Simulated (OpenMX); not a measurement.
A run of OpenMX 3.8.5:

CuO.dat

```
System.CurrrentDirectory             ./
System.Name                          CuO
DATA.PATH                            ./DFT_DATA13
level.of.stdout                      1
level.of.fileout                     1
Species.Number                       2
<Definition.of.Atomic.Species
  Cu  Cu6.0S-s3p2d2          Cu_CA13S
  O   O6.0-s2p2d1            O_CA13
Definition.of.Atomic.Species>

<Hubbard.U.values
  Cu  1s 0.0 2s 0.0 3s 0.0 1p 0.0 2p 0.0 1d 3.0 2d 0.0
  O   1s 0.0 2s 0.0 1p 0.0 2p 0.0 1d 0.0
Hubbard.U.values>

Atoms.Number                         2
Atoms.SpeciesAndCoordinates.Unit     FRAC
<Atoms.SpeciesAndCoordinates
    1  Cu    0.0000000000    0.0000000000    0.0000000000   5.800  5.200  on
    2  O     0.2500000000    0.2500000000    0.2500000000   3.000  3.000  off
Atoms.SpeciesAndCoordinates>

Atoms.UnitVectors.Unit               Ang
<Atoms.UnitVectors
     0.0000000000    2.3272527300    2.3272527300
     2.3272527300    0.0000000000    2.3272527300
     2.3272527300    2.3272527300    0.0000000000
Atoms.UnitVectors>

scf.XcType                           LSDA-CA
scf.SpinPolarization                 on
scf.Hubbard.U                        on
scf.Hubbard.Occupation               full
scf.ElectronicTemperature            580.226
scf.energycutoff                     500.0
scf.maxIter                          120
scf.EigenvalueSolver                 band
scf.Kgrid                            9 9 9
scf.Mixing.Type                      rmm-diis
scf.Init.Mixing.Weight               0.01
scf.Min.Mixing.Weight                0.001
scf.Max.Mixing.Weight                0.2
scf.Mixing.History                   8
scf.Mixing.StartPulay                20
scf.criterion                        1.0e-7
MD.Type                              nomd
Voronoi.charge                       on
Energy.Decomposition                 on
```

Potentials or basis: OpenMX 2013 LDA set, Cu6.0S-s3p2d2, O6.0-s2p2d1, grid cutoff 500 Ry.

Command:

```bash
$ openmx CuO.dat -nt 1 > CuO.std
```

Hardware: 1 thread of Arm Neoverse N1, on a shared host.

**Question.** How long does it take, and how much memory?

**Answer.** It took 9.2 min on 1 thread of Arm Neoverse N1, with other jobs on the host, peak memory 0.53 GiB. Counts: k points 365, basis 32, scf iterations 49.
